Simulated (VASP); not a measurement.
These are PBE GGA with D3 dispersion (zero damping), VASP's PBE PAW potentials (set 64) (plane waves; VASP) values and carry that method's errors.

A VASP calculation is set up with these files.

### POSCAR
```
ZrO2
1
    0.0000000000     2.5981483967     2.5981483967
    2.5981483967     0.0000000000     2.5981483967
    2.5981483967     2.5981483967     0.0000000000
Zr O
1 2
Direct
  0.0000000000   0.0000000000   0.0000000000
  0.2500000000   0.2500000000   0.2500000000
  0.7500000000   0.7500000000   0.7500000000
```

File KPOINTS:
```
Automatic mesh
0
Gamma
8 8 8
0 0 0
```

**INCAR**
```
# general
SYSTEM  = ZrO2
PREC    = Accurate
ENCUT   = 520   # plane-wave cut-off (eV)
LREAL   = F
LASPH   = T   # aspherical one-centre terms

# electronic loop
EDIFF   = 1E-7
NELM    = 100   # most electronic steps
ALGO    = Normal
LMAXMIX = 4   # l cut-off of mixed one-centre charges

# smearing
ISMEAR  = 0   # Gaussian
SIGMA   = 0.05   # width (eV)

# functional
GGA     = PE   # PBE
IVDW    = 11

# ions
ISIF    = 2   # forces and stress, cell fixed

# output
LWAVE   = F
LCHARG  = F
```

POTCAR, in this order: Zr_sv O (PBE.64 set). Program: vasp_std.

Output

File OSZICAR:
```
       N       E                     dE             d eps       ncg     rms          rms(c)
DAV:   1     0.193409113993E+03    0.19341E+03   -0.14793E+04   928   0.153E+03
DAV:   2    -0.274370249017E+02   -0.22085E+03   -0.21577E+03  1248   0.379E+02
DAV:   3    -0.348373193855E+02   -0.74003E+01   -0.73944E+01  1384   0.731E+01
DAV:   4    -0.350299023545E+02   -0.19258E+00   -0.19256E+00  1264   0.884E+00
DAV:   5    -0.350327572756E+02   -0.28549E-02   -0.28549E-02  1312   0.814E-01    0.221E+01
DAV:   6    -0.286442950054E+02    0.63885E+01   -0.38474E+01  1048   0.462E+01    0.866E+00
DAV:   7    -0.285547558260E+02    0.89539E-01   -0.15849E+00  1232   0.103E+01    0.534E+00
DAV:   8    -0.285182616734E+02    0.36494E-01   -0.21189E-01  1216   0.457E+00    0.519E-01
DAV:   9    -0.285198605710E+02   -0.15989E-02   -0.12092E-02  1264   0.893E-01    0.355E-01
DAV:  10    -0.285212653836E+02   -0.14048E-02   -0.37112E-03  1056   0.667E-01    0.113E-01
DAV:  11    -0.285213310651E+02   -0.65681E-04   -0.11551E-03  1256   0.291E-01    0.123E-01
DAV:  12    -0.285212775967E+02    0.53468E-04   -0.31866E-04  1032   0.139E-01    0.357E-03
DAV:  13    -0.285212789798E+02   -0.13831E-05   -0.66313E-06  1128   0.216E-02    0.587E-03
DAV:  14    -0.285212796597E+02   -0.67985E-06   -0.19219E-06  1064   0.111E-02    0.325E-03
DAV:  15    -0.285212795000E+02    0.15969E-06   -0.32144E-07  1112   0.447E-03    0.527E-04
DAV:  16    -0.285212794762E+02    0.23771E-07   -0.13355E-08   608   0.109E-03
   1 F= -.29052110E+02 E0= -.29052110E+02  d E =-.293826E-12
```

**OUTCAR**
```
------------------------ aborting loop because EDIFF is reached ----------------------------------------
 Edisp (eV)   -0.53083
  FORCE on cell =-STRESS in cart. coord.  units (eV):
  Direction    XX          YY          ZZ          XY          YZ          ZX
  --------------------------------------------------------------------------------------
  Total      -2.70639    -2.70639    -2.70639    -0.00000     0.00000     0.00000
  in kB    -123.61730  -123.61730  -123.61730    -0.00000     0.00000     0.00000
  external pressure =     -123.62 kB  Pullay stress =        0.00 kB
  volume of cell :       35.08
      direct lattice vectors                 reciprocal lattice vectors
     0.000000000  2.598148397  2.598148397    -0.192444743  0.192444743  0.192444743
     2.598148397  0.000000000  2.598148397     0.192444743 -0.192444743  0.192444743
     2.598148397  2.598148397  0.000000000     0.192444743  0.192444743 -0.192444743
 POSITION                                       TOTAL-FORCE (eV/Angst)
 -----------------------------------------------------------------------------------
      0.00000      0.00000      0.00000         0.000000     -0.000000     -0.000000
      1.29907      1.29907      1.29907         0.000000      0.000000      0.000000
      3.89722      3.89722      3.89722        -0.000000     -0.000000     -0.000000
 -----------------------------------------------------------------------------------
    total drift:                                0.000000      0.000000      0.000000
  FREE ENERGIE OF THE ION-ELECTRON SYSTEM (eV)
  ---------------------------------------------------
  free  energy   TOTEN  =       -29.0521104187 eV

  energy  without entropy=      -29.0521104187  energy(sigma->0) =      -29.05211042
```
(Selected blocks of OUTCAR.)

**OUTCAR**
```
 val. band max:        6.5386440940   @ k =   0.5000   0.5000   0.0000

 cond. band min:       9.7173059627   @ k =   0.0000   0.0000   0.0000


 Fermi energy:         6.7630766002

 k-point     1 :       0.0000    0.0000    0.0000
  band No.  band energies     occupation
      1     -41.8455      2.00000
      2     -19.6556      2.00000
      3     -19.6556      2.00000
      4     -19.6556      2.00000
      5     -11.3631      2.00000
      6      -9.0323      2.00000
      7       1.6554      2.00000
      8       1.6554      2.00000
      9       1.6554      2.00000
     10       6.0295      2.00000
     11       6.0295      2.00000
     12       6.0295      2.00000
     13       9.7173      0.00000
     14       9.7173      0.00000
     15      12.6602      0.00000
     16      15.1762      0.00000

 k-point     2 :       0.1250    0.0000    0.0000
  band No.  band energies     occupation
      1     -41.8407      2.00000
      2     -19.7371      2.00000
      3     -19.6635      2.00000
      4     -19.6635      2.00000
      5     -11.1819      2.00000
      6      -9.1665      2.00000
      7       1.7945      2.00000
      8       1.7945      2.00000
      9       2.0292      2.00000
     10       5.6656      2.00000
     11       5.7721      2.00000
     12       5.7721      2.00000
     13       9.9690      0.00000
     14       9.9690      0.00000
     15      13.1337      0.00000
     16      14.7186      0.00000

 k-point     3 :       0.2500    0.0000    0.0000
  band No.  band energies     occupation
      1     -41.8289      2.00000
      2     -19.9239      2.00000
      3     -19.6824      2.00000
      4     -19.6824      2.00000
      5     -10.7756      2.00000
      6      -9.4267      2.00000
      7       2.1384      2.00000
      8       2.1384      2.00000
      9       2.9214      2.00000
     10       4.9453      2.00000
     11       5.3091      2.00000
     12       5.3091      2.00000
     13      10.3316      0.00000
...
```

The compound is ZrO2 in the fluorite structure, the high-temperature cubic form, which is unstable at 0 K; the monoclinic form is the stable one. This cell is one point of a volume scan, at 1.06 of the reference volume.
